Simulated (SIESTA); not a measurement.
MnO2:

```
Mn O
1.0
     2.85658    0.00000    0.00000
    -1.42829    2.47387    0.00000
     0.00000    0.00000    4.60137
Mn O
1 2
Direct
  0.00000 0.00000 0.50000
  0.33333 0.66667 0.70629
  0.66667 0.33333 0.29371
```

Measurements of this composition are mostly on another form, of space group No. 136.

Base run:

| Quantity | Value |
| --- | --- |
| Program | SIESTA 5.4.2 |
| Functional | PBE |
| Potentials or basis | PseudoDojo 0.4 standard (PBE files) |
| Basis | DZP (energy shift 0.003 Ry; two zetas on semicore shells) |
| Grid cutoff | 800 Ry |
| Energy shift | 0.003 Ry |
| k mesh | 11 × 11 × 6 |
| Occupations | fermi-dirac, width 0.05 eV |
| Spin | collinear spin, ferromagnetic start |
| Starting moments | [4.0, 0.0, 0.0] μB |

Its results: band gap on the k mesh 0.85 eV, indirect (least direct gap 0.91 eV); pressure 7.5 GPa; net moment 3.00 μB per cell; site moments Mn +2.93; O +0.03 μB; largest force 0.633 eV/Å.

Task: The run is repeated on the same cell with these changes: functional from PBE to PBEsol; potentials or basis from PseudoDojo 0.4 standard (PBE files) to PseudoDojo 0.4 standard (PBEsol files). What comes out?

Result: Band gap on the k mesh 0.69 eV, indirect (least direct gap 0.75 eV); pressure 0.5 GPa; net moment 3.00 μB per cell; site moments Mn +2.92; O +0.04 μB; largest force 0.253 eV/Å.

Caveats: short orbitals over semicore shells can move pressures by several GPa; the basis of atomic orbitals isn't converged, which shifts pressures, moduli and gaps; a cell with one magnetic atom can't hold antiferromagnetic order, which such compounds often take; an odd mesh through Γ misses points on the zone boundary, where band edges often lie (some runs).
